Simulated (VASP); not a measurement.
# Ti: restarted molecular dynamics, 2 variants

Ti, P6/mmm (no. 191), 12 atoms in the cell. PBE, molecular dynamics; PAW potentials Ti (PBE set).

| Restart from | Temperature at the end (K) | The same without a restart (K) | Potential energy at the end (eV/atom) | The same without a restart (eV/atom) | Electronic steps in the first step after the restart | Time (s) |
|---|---|---|---|---|---|---|
| CONTCAR with velocities, WAVECAR read | 517.0 | 517.0 | -7.74211 | -7.74210 | 9 | 300 |
| CONTCAR with velocities, no WAVECAR | 517.0 | 517.0 | -7.74210 | -7.74210 | 23 | 324 |

Limits: 180 fs of 12 atoms are too short for converged averages; the cell is only 4.6 Å across, so each atom moves in step with near copies of itself.

## Input of the first row

INCAR.step1:
```
GGA      = PE             # functional
PREC     = Normal         # precision mode
ENCUT    = 200            # plane-wave cutoff, eV
EDIFF    = 1E-6           # SCF threshold, eV
NELMIN   = 4            
NELM     = 60             # most SCF steps
ALGO     = Fast           # electronic algorithm
LREAL    = Auto         
LASPH    = True           # aspherical terms in the spheres
ISMEAR   = -1             # smearing method
SIGMA    = 0.05           # smearing width, eV
ISYM     = 0            
LWAVE    = True           # write WAVECAR
LCHARG   = False          # write CHGCAR
IBRION   = 0              # ionic algorithm
NSW      = 30             # ionic steps
POTIM    = 3.0            # step
TEBEG    = 1000         
ISIF     = 2              # what is computed and relaxed
RANDOM_SEED= 706932 0 0   
MDALGO   = 2            
SMASS    = -3           
KPAR     = 2             
```

INCAR.step2, as INCAR.step1 but for:
```
- LWAVE = True
+ LWAVE = False
```

KPOINTS:
```
k-points
0
Gamma
  3 2 2
```

POSCAR.step1:
```
Ti
1.0
    4.5673748306      0.0000000000      0.0000000000
    0.0000000000      7.9109252638      0.0000000000
    0.0000000000      0.0000000000      5.6524885400
Ti
12
Direct
    0.5000000000      0.1666666666      0.2500000000
    0.5000000000      0.1666666666      0.7500000000
    0.0000000001      0.6666666667      0.2500000000
    0.0000000001      0.6666666667      0.7500000000
    0.0000000000      0.3333333334      0.2500000000
    0.0000000000      0.3333333334      0.7500000000
    0.5000000000      0.8333333334      0.2500000000
    0.5000000000      0.8333333334      0.7500000000
    0.0000000000      0.0000000000      0.0000000000
    0.0000000000      0.0000000000      0.5000000000
    0.5000000000      0.5000000000      0.0000000000
    0.5000000000      0.5000000000      0.5000000000
```

Commands (each step's output is kept before the next begins):
```
cat potpaw_PBE.64/Ti/POTCAR > POTCAR
cp INCAR.step1 INCAR
cp POSCAR.step1 POSCAR
mpirun -np 2 vasp_std > vasp.out
cp CONTCAR POSCAR
cp INCAR.step2 INCAR
mpirun -np 2 vasp_std > vasp.out
```

Changes of the last row against the first:
```
(step 1)
- LWAVE = True
+ LWAVE = False
```

VASP 6.6.1 took 300 s on 2 cores (AMD EPYC 7R13 (Zen 3)), a shared host.
